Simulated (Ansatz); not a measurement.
# NaI (rocksalt type): from bands to localised orbitals, part 2 of 2

Aim: build maximally localised Wannier functions for NaI (rocksalt type) from several sets of trial orbitals, and check spreads and centres. Plan: PBE, anion s p, 4×4×4; PBE, anion s p, 6×6×6; PBE, anion p, 4×4×4; PBE, all s p, disentangled, 4×4×4; PBE, cation s and anion p, disentangled, 4×4×4; r2SCAN, anion s p, 4×4×4; r2SCAN, anion p, 4×4×4; r2SCAN, all s p, disentangled, 4×4×4; HSE06, anion s p, 4×4×4; HSE06, all s p, disentangled, 4×4×4 (level, trial orbitals, Wannier mesh).

Ansatz 0.2.0; plane waves, PAW; no spin-orbit coupling unless a run is so named. The steps go on from the part before.

### 7 r2SCAN, anion s p, 4×4×4

Input file input.yaml:

```yaml
crystal:
  lattice:
    - [0.0, 3.229720582, 3.229720582]
    - [3.229720582, 0.0, 3.229720582]
    - [3.229720582, 3.229720582, 0.0]
  atoms:
    - { symbol: Na, position: [0.0, 0.0, 0.0] }
    - { symbol: I, position: [0.5, 0.5, 0.5] }
kpoints:
  mp_grid: { grid: [6, 6, 6] }
  band_path:
    path:
      - [[0.0, 0.0, 0.0], [0.5, 1.467723692112e-34, 0.5], [0.625, 0.25, 0.625]]
      - [[0.375, 0.375, 0.75], [0.0, 0.0, 0.0], [0.5, 0.5, 0.5], [0.5, 0.25, 0.75], [0.5, 1.467723692112e-34, 0.5]]
    npoints: 10
hamiltonian:
  xc: r2scan
scf:
  occupations: { method: fixed }
  n_extra_bands: 6
output:
  forces: false
  stress: false
  eigenvalues: true
  wannier:
    kmesh: [4, 4, 4]
    projections: [{ species: I, l: s }, { species: I, l: p }]
    minimise: true
    write_hr: true
    conv_tol: 1.0e-08
    max_iter: 3000
```

On the command line:

```console
> ansatz run input.yaml --threads 4 --pin off --max-ram 3686MiB --backend cpu --events-out ev --progress --plain --runs-dir out
```

Log (excerpt; [...] marks lines left out):

```text
Warning: RAYON_NUM_THREADS=4 ignored (pool sized by the plan → 4); use --threads N
scf.n_extra_bands = 6 over 13 filled bands (N_el = 26.0): the run solves 19 bands
[...]
Pseudopotentials: kind: paw
Pseudopotential: Na, paw, valence charge 9, recommended cutoff 500 eV (meta_gga), Na.paw.azcp
Pseudopotential: I, paw, valence charge 17, recommended cutoff 500 eV (meta_gga), I.paw.azcp
Functional definition: r2SCAN
[...]
Crystal: 2 atoms, lattice volume = 67.379 Å³
Basis set: ecut = 500 eV, 1687 PW (Γ), exchange–correlation on 144×144×144 points (64 copies of the dense FFT grid, shifted against one another)
Bands: 19, of which v1, the nominal top of the filled ones, is band 13 counted from 1 (12 counted from 0)
Symmetry: 48 space group operations
Space group: Fm-3m (ITA 225), of the structure as read, at distance tolerance 4.1e-5 Å
k-points: 16 of 216
[...]
NSCF: frozen V_eff on 62 k-points
NSCF: frozen V_eff on 11 k-points
the Wannier pass solved 11 of the 64 points of its mesh, and has the states at the others by symmetry: states obtained by the crystal's operations at points that were solved too leave a residual of 2.65e-13 eV (read by the count's bands and the next), within 6.67e-6 eV
SCF converged after 6 iterations
Free energy (F): -9019.604923 eV
[...]
E sigma→0 (E₀):  -9019.604923 eV
Fermi energy:    2.761455 eV
[...]
--- Band table (eV; the first three rows and the last of 16) ---
  k-point 0: bands = ["-49.9696", "-41.1476", "-41.1476", "-41.1427", "-41.1427", "-41.1427", "-20.3765", "-20.3765", "-20.3765", "-8.5945", "2.7615", "2.7615", "2.7615", "7.2099", "11.3013", "11.3013", "11.3013", "13.2288", "13.2288"]
[...]
Wannier search: line search 1 of at most 3000: gauge-dependent spread (as the search counts it) 2.4747854 Å², largest recent change 1.5e-2 Å² and fall left 3.8e-6 Å² against conv_tol 1.0e-8 Å², 0 stops escaped
```

It took 2 s on 4 threads of Arm Neoverse V2, shared host; peak memory 0.46 GiB.

wannier.win names the bands that the functions span: 10-13 (counted from 1; 13 are filled).

The head of wannier.spreads.toml:

```toml
omega_i_ang2 = 5.145893461440984
omega_d_ang2 = 0.00048118413639420795
omega_od_ang2 = 1.2606294895805177
omega_total_ang2 = 6.407004135157896
least_projectability = 0.9854741577692772
b_vectors_match_mmn = true
n_iter = 30
converged = true
rejected_fitted_steps = 2
```

The functions (centres in Å, on-site energies from the top of the filled bands):

```csv
n,x,y,z,spread (Å²),on-site (eV),nearest atoms,distance (Å)
1,2.892,3.568,3.568,1.602,-3.481,I2,0.59
2,3.568,3.568,2.892,1.602,-3.481,I2,0.59
3,2.892,2.892,2.892,1.602,-3.481,I2,0.59
4,3.568,2.892,3.568,1.602,-3.481,I2,0.59
```

### 8 r2SCAN, anion p, 4×4×4

input.yaml: that of step 7 with these lines changed.

```diff
@@ -26,3 +26,3 @@
     kmesh: [4, 4, 4]
-    projections: [{ species: I, l: s }, { species: I, l: p }]
+    projections: [{ species: I, l: p }]
     minimise: true
```

On the command line:

```console
> ansatz run input.yaml --threads 4 --pin off --max-ram 3686MiB --backend cpu --events-out ev --progress --plain --runs-dir out
```

Log (excerpt; [...] marks lines left out):

```text
Warning: RAYON_NUM_THREADS=4 ignored (pool sized by the plan → 4); use --threads N
scf.n_extra_bands = 6 over 13 filled bands (N_el = 26.0): the run solves 19 bands
[...]
[... 4 set-up lines as earlier in the session ...]
[...]
Crystal: 2 atoms, lattice volume = 67.379 Å³
Basis set: ecut = 500 eV, 1687 PW (Γ), exchange–correlation on 144×144×144 points (64 copies of the dense FFT grid, shifted against one another)
Bands: 19, of which v1, the nominal top of the filled ones, is band 13 counted from 1 (12 counted from 0)
[... 2 set-up lines as earlier in the session ...]
k-points: 16 of 216
[...]
NSCF: frozen V_eff on 62 k-points
NSCF: frozen V_eff on 11 k-points
the Wannier pass solved 11 of the 64 points of its mesh, and has the states at the others by symmetry: states obtained by the crystal's operations at points that were solved too leave a residual of 2.65e-13 eV (read by the count's bands and the next), within 6.67e-6 eV
SCF converged after 6 iterations
Free energy (F): -9019.604923 eV
[...]
E sigma→0 (E₀):  -9019.604923 eV
Fermi energy:    2.761455 eV
[...]
--- Band table (eV; the first three rows and the last of 16) ---
  k-point 0: bands = ["-49.9696", "-41.1476", "-41.1476", "-41.1427", "-41.1427", "-41.1427", "-20.3765", "-20.3765", "-20.3765", "-8.5945", "2.7615", "2.7615", "2.7615", "7.2099", "11.3013", "11.3013", "11.3013", "13.2288", "13.2288"]
[...]
Wannier search: line search 1 of at most 3000: gauge-dependent spread (as the search counts it) 0.0926072 Å², largest recent change 3.6e-7 Å² and fall left 8.6e-21 Å² against conv_tol 1.0e-8 Å², 0 stops escaped
```

Wall time 2 s (4 threads of Arm Neoverse V2, shared host); peak memory 0.45 GiB.

wannier.win names the bands that the functions span: 11-13 (counted from 1; 13 are filled).

The head of wannier.spreads.toml:

```toml
omega_i_ang2 = 6.275281557628869
omega_d_ang2 = 0.00000000000000000000027790708048804727
omega_od_ang2 = 0.04583775134778124
omega_total_ang2 = 6.32111930897665
least_projectability = 0.9687133893623454
b_vectors_match_mmn = true
n_iter = 23
converged = true
rejected_fitted_steps = 0
```

The functions (centres in Å, on-site energies from the top of the filled bands):

```csv
n,x,y,z,spread (Å²),on-site (eV),nearest atoms,distance (Å)
1,3.230,3.230,3.230,2.107,-0.966,I2,0.00
2,3.230,3.230,3.230,2.107,-0.966,I2,0.00
3,3.230,3.230,3.230,2.107,-0.966,I2,0.00
```

### 9 r2SCAN, all s p, disentangled, 4×4×4

input.yaml: that of step 8 with these lines changed.

```diff
@@ -19,3 +19,3 @@
   occupations: { method: fixed }
-  n_extra_bands: 6
+  n_extra_bands: 8
 output:
@@ -26,3 +26,7 @@
     kmesh: [4, 4, 4]
-    projections: [{ species: I, l: p }]
+    projections:
+      - { species: I, l: s }
+      - { species: I, l: p }
+      - { species: Na, l: s }
+      - { species: Na, l: p }
     minimise: true
@@ -31 +35,6 @@
     max_iter: 3000
+    disentanglement: { window: [-23.24, 23.21], frozen_window: [-5.24, 8.71] }
+  write_density: true
+  write_potential: true
+  elf: true
+  volumetric_format: npy
```

On the command line:

```console
> ansatz run input.yaml --threads 4 --pin off --max-ram 3686MiB --backend cpu --events-out ev --progress --plain --runs-dir out
```

Log (excerpt; [...] marks lines left out):

```text
Warning: RAYON_NUM_THREADS=4 ignored (pool sized by the plan → 4); use --threads N
Na: the file doesn't list 3p, so it is added from the neutral free atom; the dataset's partial waves leave at most 1.8e-2 of an orbital's norm unspanned inside its sphere
scf.n_extra_bands = 8 over 13 filled bands (N_el = 26.0): the run solves 21 bands
[...]
[... 4 set-up lines as earlier in the session ...]
[...]
Crystal: 2 atoms, lattice volume = 67.379 Å³
Basis set: ecut = 500 eV, 1687 PW (Γ), exchange–correlation on 144×144×144 points (64 copies of the dense FFT grid, shifted against one another)
Bands: 21, of which v1, the nominal top of the filled ones, is band 13 counted from 1 (12 counted from 0)
[... 2 set-up lines as earlier in the session ...]
k-points: 16 of 216
[...]
NSCF: frozen V_eff on 11 k-points
the Wannier pass solved 11 of the 64 points of its mesh, and has the states at the others by symmetry: states obtained by the crystal's operations at points that were solved too leave a residual of 3.87e-13 eV (read by the count's bands and the next), within 6.67e-6 eV
SCF converged after 6 iterations
Free energy (F): -9019.604923 eV
[...]
E sigma→0 (E₀):  -9019.604923 eV
Fermi energy:    2.761496 eV
[...]
--- Band table (eV; the first three rows and the last of 16) ---
[... band rows left out ...]
[...]
Wannier search: line search 1 of at most 3000: gauge-dependent spread (as the search counts it) 7.7566372 Å², largest recent change 3.1e0 Å² and fall left 8.1e-2 Å² against conv_tol 1.0e-8 Å², 0 stops escaped
WARN: <dir> by an estimate from the overlaps, the levels of the selected subspace lie 0.032 eV from the frozen bands on average, midway between mesh points. Up to 0.02 eV counts as a good interpolation. More projections, another frozen window or a finer output.wannier.kmesh can bring them closer
```

Wall time 4.3 s (4 threads of Arm Neoverse V2, shared host); peak memory 0.5 GiB.

The windows are typed on the program's own energy scale, on which the last band filled by count tops at 2.76 eV.

The head of wannier.spreads.toml:

```toml
omega_i_ang2 = 13.552703689547485
omega_d_ang2 = 0.008948067727102205
omega_od_ang2 = 3.9977478941536404
omega_total_ang2 = 17.55939965142823
least_projectability = 0.8451765235182785
b_vectors_match_mmn = true
n_iter = 51
converged = true
rejected_fitted_steps = 0
dis_converged = true
dis_n_iter = 101
dis_n_moved = 0
dis_level_miss = 0.0324292245736587
```

The functions (centres in Å, on-site energies from the top of the filled bands):

```csv
n,x,y,z,spread (Å²),on-site (eV),nearest atoms,distance (Å)
1,2.913,3.546,2.913,1.389,-1.949,I2,0.55
2,2.913,2.913,3.547,1.389,-1.949,I2,0.55
3,3.547,3.547,3.546,1.389,-1.949,I2,0.55
4,3.547,2.913,2.913,1.389,-1.949,I2,0.55
5,-0.515,0.515,0.515,3.000,7.721,Na1,0.89
6,0.515,-0.515,0.515,3.000,7.721,Na1,0.89
7,-0.515,-0.515,-0.515,3.000,7.721,Na1,0.89
8,0.515,0.515,-0.515,3.000,7.721,Na1,0.89
```

### 10 HSE06, anion s p, 4×4×4

Input file input.yaml:

```yaml
crystal:
  lattice:
    - [0.0, 3.229720582, 3.229720582]
    - [3.229720582, 0.0, 3.229720582]
    - [3.229720582, 3.229720582, 0.0]
  atoms:
    - { symbol: Na, position: [0.0, 0.0, 0.0] }
    - { symbol: I, position: [0.5, 0.5, 0.5] }
kpoints:
  mp_grid: { grid: [4, 4, 4] }
  band_path:
    path:
      - [0.0, 0.0, 0.0]
      - [0.5, 0.0, 0.5]
      - [0.625, 0.25, 0.625]
      - [0.375, 0.375, 0.75]
      - [0.5, 0.5, 0.5]
      - [0.5, 0.25, 0.75]
    npoints: 1
hamiltonian:
  xc: hse06
scf:
  occupations: { method: fixed }
  n_extra_bands: 6
output:
  forces: false
  stress: false
  eigenvalues: true
  wannier:
    kmesh: [4, 4, 4]
    projections: [{ species: I, l: s }, { species: I, l: p }]
    minimise: true
    write_hr: true
    conv_tol: 1.0e-08
    max_iter: 3000
  write_density: true
  write_potential: true
  elf: true
  volumetric_format: npy
```

On the command line:

```console
> ansatz run input.yaml --threads 4 --pin off --max-ram 3686MiB --backend cpu --events-out ev --progress --plain --runs-dir out
```

Log (excerpt; [...] marks lines left out):

```text
Warning: RAYON_NUM_THREADS=4 ignored (pool sized by the plan → 4); use --threads N
scf.n_extra_bands = 6 over 13 filled bands (N_el = 26.0): the run solves 19 bands
[...]
[... 3 set-up lines as earlier in the session ...]
Functional definition: HSE06
[...]
davidson cushion auto → on  (no smearing: the cushion is to keep the highest requested band from converging to the state above it; pin scf.eigensolver.cushion to override)
Crystal: 2 atoms, lattice volume = 67.379 Å³
Basis set: ecut = 420 eV, 1363 PW (Γ)
Bands: 19, of which v1, the nominal top of the filled ones, is band 13 counted from 1 (12 counted from 0)
[... 2 set-up lines as earlier in the session ...]
k-points: 8 of 64
[...]
hybrid SCF converged: 2 outer / 7 inner (+2 warm-up), last move |dexx| = 1.02e-7 eV, tail = 5.42e-8 eV
Stability not checked: this state was not tested for a lower state beside it, because the functional holds exact exchange (a hybrid, or Hartree-Fock), whose exchange loop this test does not read (fock_operator; see scf.lower_state_search)
Free energy (F): -9006.879082 eV
Frozen-core exchange: fock
[...]
E sigma→0 (E₀):  -9006.879082 eV
Fermi energy:    2.392527 eV
[...]
--- Band table (eV; the first three rows and the last of 8) ---
  k-point 0: bands = ["-52.1685", "-42.9766", "-42.9766", "-42.9727", "-42.9727", "-42.9727", "-22.3357", "-22.3357", "-22.3357", "-9.5725", "2.3925", "2.3925", "2.3925", "7.0863", "11.4138", "11.4138", "11.4138", "13.3991", "13.3991"]
[...]
Wannier search: line search 1 of at most 3000: gauge-dependent spread (as the search counts it) 2.4692292 Å², largest recent change 1.5e-2 Å² and fall left 3.8e-6 Å² against conv_tol 1.0e-8 Å², 0 stops escaped
```

It took 17 s on 4 threads of Arm Neoverse V2, shared host; peak memory 0.87 GiB.

wannier.win names the bands that the functions span: 10-13 (counted from 1; 13 are filled).

The head of wannier.spreads.toml:

```toml
omega_i_ang2 = 5.149090739248656
omega_d_ang2 = 0.00048058075452795144
omega_od_ang2 = 1.2577909325615102
omega_total_ang2 = 6.4073622525646945
least_projectability = 0.9853478618652757
b_vectors_match_mmn = true
n_iter = 26
converged = true
rejected_fitted_steps = 2
```

The functions (centres in Å, on-site energies from the top of the filled bands):

```csv
n,x,y,z,spread (Å²),on-site (eV),nearest atoms,distance (Å)
1,2.892,3.567,3.567,1.602,-3.670,I2,0.58
2,3.567,3.567,2.892,1.602,-3.670,I2,0.58
3,2.892,2.892,2.892,1.602,-3.670,I2,0.58
4,3.567,2.892,3.567,1.602,-3.670,I2,0.58
```

### 11 HSE06, all s p, disentangled, 4×4×4

input.yaml: that of step 10 with these lines changed.

```diff
@@ -23,3 +23,3 @@
   occupations: { method: fixed }
-  n_extra_bands: 6
+  n_extra_bands: 8
 output:
@@ -30,3 +30,7 @@
     kmesh: [4, 4, 4]
-    projections: [{ species: I, l: s }, { species: I, l: p }]
+    projections:
+      - { species: I, l: s }
+      - { species: I, l: p }
+      - { species: Na, l: s }
+      - { species: Na, l: p }
     minimise: true
@@ -35,5 +39,2 @@
     max_iter: 3000
-  write_density: true
-  write_potential: true
-  elf: true
-  volumetric_format: npy
+    disentanglement: { window: [-23.61, 23.09], frozen_window: [-5.61, 8.59] }
```

On the command line:

```console
> ansatz run input.yaml --threads 4 --pin off --max-ram 3686MiB --backend cpu --events-out ev --progress --plain --runs-dir out
```

Log (excerpt; [...] marks lines left out):

```text
Warning: RAYON_NUM_THREADS=4 ignored (pool sized by the plan → 4); use --threads N
Na: the file doesn't list 3p, so it is added from the neutral free atom; the dataset's partial waves leave at most 1.8e-2 of an orbital's norm unspanned inside its sphere
scf.n_extra_bands = 8 over 13 filled bands (N_el = 26.0): the run solves 21 bands
[...]
[... 4 set-up lines as earlier in the session ...]
[...]
davidson cushion auto → on  (no smearing: the cushion is to keep the highest requested band from converging to the state above it; pin scf.eigensolver.cushion to override)
Crystal: 2 atoms, lattice volume = 67.379 Å³
Basis set: ecut = 420 eV, 1363 PW (Γ)
Bands: 21, of which v1, the nominal top of the filled ones, is band 13 counted from 1 (12 counted from 0)
[... 1 set-up line as earlier in the session ...]
[...]
hybrid SCF converged: 2 outer / 7 inner (+2 warm-up), last move |dexx| = 9.85e-8 eV, tail = 4.76e-8 eV
Stability not checked: this state was not tested for a lower state beside it, because the functional holds exact exchange (a hybrid, or Hartree-Fock), whose exchange loop this test does not read (fock_operator; see scf.lower_state_search)
Free energy (F): -9006.879082 eV
Frozen-core exchange: fock
[...]
E sigma→0 (E₀):  -9006.879082 eV
Fermi energy:    2.392544 eV
[...]
--- Band table (eV; the first three rows and the last of 8) ---
[... band rows left out ...]
[...]
Wannier search: line search 1 of at most 3000: gauge-dependent spread (as the search counts it) 7.6543833 Å², largest recent change 3.2e0 Å² and fall left 7.9e-2 Å² against conv_tol 1.0e-8 Å², 0 stops escaped
WARN: <dir> by an estimate from the overlaps, the levels of the selected subspace lie 0.032 eV from the frozen bands on average, midway between mesh points. Up to 0.02 eV counts as a good interpolation. More projections, another frozen window or a finer output.wannier.kmesh can bring them closer
```

Wall time 37 s (4 threads of Arm Neoverse V2, shared host); peak memory 0.87 GiB.

The windows are typed on the program's own energy scale, on which the last band filled by count tops at 2.39 eV.

The head of wannier.spreads.toml:

```toml
omega_i_ang2 = 13.003496273287368
omega_d_ang2 = 0.006054646820399982
omega_od_ang2 = 3.903742951350277
omega_total_ang2 = 16.913293871458045
least_projectability = 0.8463690012615283
b_vectors_match_mmn = true
n_iter = 55
converged = true
rejected_fitted_steps = 1
dis_converged = true
dis_n_iter = 100
dis_n_moved = 0
dis_level_miss = 0.03156013508870548
```

The functions (centres in Å, on-site energies from the top of the filled bands):

```csv
n,x,y,z,spread (Å²),on-site (eV),nearest atoms,distance (Å)
1,2.914,3.546,2.914,1.378,-2.097,I2,0.55
2,2.914,2.914,3.546,1.378,-2.097,I2,0.55
3,3.546,3.546,3.546,1.378,-2.097,I2,0.55
4,3.546,2.914,2.914,1.378,-2.097,I2,0.55
5,-0.510,0.510,0.510,2.851,8.101,Na1,0.88
6,0.510,-0.510,0.510,2.851,8.101,Na1,0.88
7,-0.510,-0.510,-0.510,2.851,8.101,Na1,0.88
8,0.510,0.510,-0.510,2.851,8.101,Na1,0.88
```

### 12 All runs side by side

```csv
run,functions,total spread (Å²),invariant part (Å²),mean spread (Å²),time
"PBE, anion s p, 4×4×4",4,6.531,5.283,1.633,1 s
"PBE, anion s p, 6×6×6",4,6.859,5.591,1.715,1.3 s
"PBE, anion p, 4×4×4",3,6.440,6.387,2.147,1 s
"PBE, all s p, disentangled, 4×4×4",8,16.765,12.908,2.096,2.6 s
"PBE, cation s and anion p, disentangled, 4×4×4",4,9.891,9.651,2.473,1.9 s
"r2SCAN, anion s p, 4×4×4",4,6.407,5.146,1.602,2 s
"r2SCAN, anion p, 4×4×4",3,6.321,6.275,2.107,2 s
"r2SCAN, all s p, disentangled, 4×4×4",8,17.559,13.553,2.195,4.3 s
"HSE06, anion s p, 4×4×4",4,6.407,5.149,1.602,17 s
"HSE06, all s p, disentangled, 4×4×4",8,16.913,13.003,2.114,37 s
```

### 13 What came out

What follows sums up all 2 parts.

| quantity | value |
| --- | --- |
| total spread, PBE, anion s p, 4×4×4 | 6.53 Å² over 4 functions |
| total spread, PBE, anion s p, 6×6×6 | 6.86 Å² over 4 functions |
| total spread, PBE, anion p, 4×4×4 | 6.44 Å² over 3 functions |
| total spread, PBE, all s p, disentangled, 4×4×4 | 16.76 Å² over 8 functions |
| total spread, PBE, cation s and anion p, disentangled, 4×4×4 | 9.89 Å² over 4 functions |
| total spread, r2SCAN, anion s p, 4×4×4 | 6.41 Å² over 4 functions |
| total spread, r2SCAN, anion p, 4×4×4 | 6.32 Å² over 3 functions |
| total spread, r2SCAN, all s p, disentangled, 4×4×4 | 17.56 Å² over 8 functions |
| total spread, HSE06, anion s p, 4×4×4 | 6.41 Å² over 4 functions |
| total spread, HSE06, all s p, disentangled, 4×4×4 | 16.91 Å² over 8 functions |
| centres of the first set | 0.58 Å from the nearest atom |

In words: With PBE, anion s p, 4×4×4 the 4 functions move off the atoms, with a mean spread of 1.63 Å²; 81 % of the total is gauge invariant. The total spread goes from 6.53 Å² on 4×4×4 to 6.86 Å² on 6×6×6: finite differences in k understate it on coarse meshes. On one set and mesh the functional gives 6.53 (PBE), 6.41 (r2SCAN), 6.41 (HSE06) Å².
